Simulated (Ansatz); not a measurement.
TiO$_{2}$ (I4_1/amd), work and stress of cleavage

Method: DFT PBE, scalar-relativistic, plane waves, PAW (Ansatz 0.2.0). The runs took a 420 eV cutoff, a Γ-centred 7×7×3 mesh and Gaussian smearing (0.05 eV). No spin polarisation. Energies are free energies at this smearing, counted from the undisturbed cell; pressure is positive in compression.

Reference structure (relaxed at this level):

```
CELL_PARAMETERS angstrom
-3.79922 0.00000 0.00000
0.00000 -3.79922 0.00000
0.00000 0.00000 9.69690
ATOMIC_POSITIONS crystal
Ti 0.00000 0.00000 0.62500
Ti 0.50000 0.50000 0.12500
Ti 0.50000 0.00000 0.37500
Ti 0.00000 0.50000 0.87500
O 0.00000 0.00000 0.83151
O 0.50000 0.50000 0.33151
O 0.50000 0.00000 0.58151
O 0.00000 0.50000 0.08151
O 0.50000 0.00000 0.16849
O 0.00000 0.50000 0.66849
O 0.00000 0.00000 0.41849
O 0.50000 0.50000 0.91849
```

The cut lies on the cell's a–b face, a (0 0 1) plane (indices in the standard cell, whose axes needn't be the Cartesian ones shown) of area 14.43 Å², between layers 1.58 Å apart. Vector c is lengthened by d along the normal with the atoms' Cartesian places fixed: one unrelaxed cut a cell. The traction is positive where the two halves pull on each other.

| d (Å) | energy (J/m²) | traction (GPa) |
| --- | --- | --- |
| -0.30 | 1.37 | -120.4 |
| -0.15 | 0.25 | -38.6 |
| 0.00 | 0.00 | 0.0 |
| 0.25 | 0.33 | 20.3 |
| 0.50 | 0.85 | 19.9 |
| 0.75 | 1.28 | 14.8 |
| 1.00 | 1.59 | 10.1 |
| 1.50 | 1.93 | 4.3 |
| 2.00 | 2.08 | 1.8 |
| 3.00 | 2.16 | 0.3 |
| 4.50 | 2.18 | 0.0 |
| 6.00 | 2.18 | 0.0 |

Task: What are the work of separation and the cleavage stress, and do they fit the universal binding curve?

Result: The energy levels off near W ≈ 2.18 J/m² (the traction is down to 0.0 GPa), the energy of the two unrelaxed faces, 1.09 J/m² each on average. The largest sampled traction is 20.3 GPa at d = 0.25 Å, and a parabola through it and its two neighbours peaks at σ_max ≈ 22.7 GPa, d ≈ 0.37 Å. The curve E = W[1 − (1 + d/ℓ)exp(−d/ℓ)] peaks in traction at d = ℓ with σ_max = W/(eℓ); with 1 J/m² per Å = 10 GPa this W and σ_max give ℓ = 0.35 Å. A parabola through that curve at the same three d peaks at 0.37 Å, against 0.37 Å here, a fair fit. Real crystals break at far lower stress, because cracks concentrate it, and on the plane of lowest W, which needn't be this one.

The cut is rigid; relaxing the faces lowers these energies and usually the stresses.

Cost: 12 runs of about 3.9 core-minutes in all, on Arm Neoverse V2 (shared hosts).